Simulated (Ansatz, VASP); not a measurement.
**One calculation of Ir, two programs**

The input POSCAR:

```
Ir
1.0
    0.0000000000      1.8887316814      1.9831682655
    1.8887316814      0.0000000000      1.9831682655
    1.8887316814      1.8887316814      0.0000000000
Ir
1
Direct
    0.0000000000      0.0000000000      0.0000000000
```

File INCAR.step1:

```
PREC = Accurate
ENCUT = 520
ISMEAR = 0
SIGMA = 0.15
LREAL = False
LASPH = True
NELM = 60
NBANDS = 10
GGA = PE
ALGO = Normal
EDIFF = 1E-4
LWAVE = True
LCHARG = False
```

The input INCAR.step2:

```
PREC = Accurate
ENCUT = 520
EDIFF = 1E-7
ISMEAR = 0
SIGMA = 0.15
LREAL = False
LASPH = True
NELM = 60
ALGO = Normal
ISIF = 2
LWAVE = False
LCHARG = True
METAGGA = R2SCAN
LMIXTAU = True
LELF = True
LVHAR = True
NBANDS = 10
ISTART = 1
```

KPOINTS

```
Automatic mesh
0
Gamma
  24 24 24
```

Input for Ansatz:

```yaml
crystal:
  lattice:
    - [0.0, 1.8887316814, 1.9831682655]
    - [1.8887316814, 0.0, 1.9831682655]
    - [1.8887316814, 1.8887316814, 0.0]
  atoms:
    - { symbol: Ir, position: [0.0, 0.0, 0.0] }
basis:
  ecutwfc: 500
kpoints:
  mp_grid: { grid: [24, 24, 24] }
hamiltonian:
  xc: r2scan
scf:
  occupations: { method: gaussian, width: 0.15 }
output:
  forces: true
  stress: true
  eigenvalues: true
```

Alike in both runs: task single point; functional r2SCAN; k mesh 24 × 24 × 24; occupations gaussian, width 0.15 eV; no spin polarisation.

|  | VASP | Ansatz |
| --- | --- | --- |
| version | VASP 6.6.1 | Ansatz 0.2.0 |
| potentials or method | VASP PAW PBE potentials, release 64 (Ir) | scalar-relativistic, plane waves, PAW |
| plane-wave cutoff (eV) | 520 | 500 |
| valence electrons in the cell | 9 | 17 |

```tsv
	VASP	Ansatz	Ansatz less VASP
gap on the k mesh at the Fermi level (eV)	none	none	-
pressure (GPa)	4.6	2.1	-2.55
largest component of the traceless stress (GPa)	13.11	13.08	-0.029
```

A gap of «none» marks a metal or a gap that the smearing closes. The two sets of potentials don't hold the same shells in valence.

Caveats: the PAW data sets were made with another functional, which shifts forces and pressure a little (VASP). Spin-orbit coupling is left out, which matters for the levels of Ir.
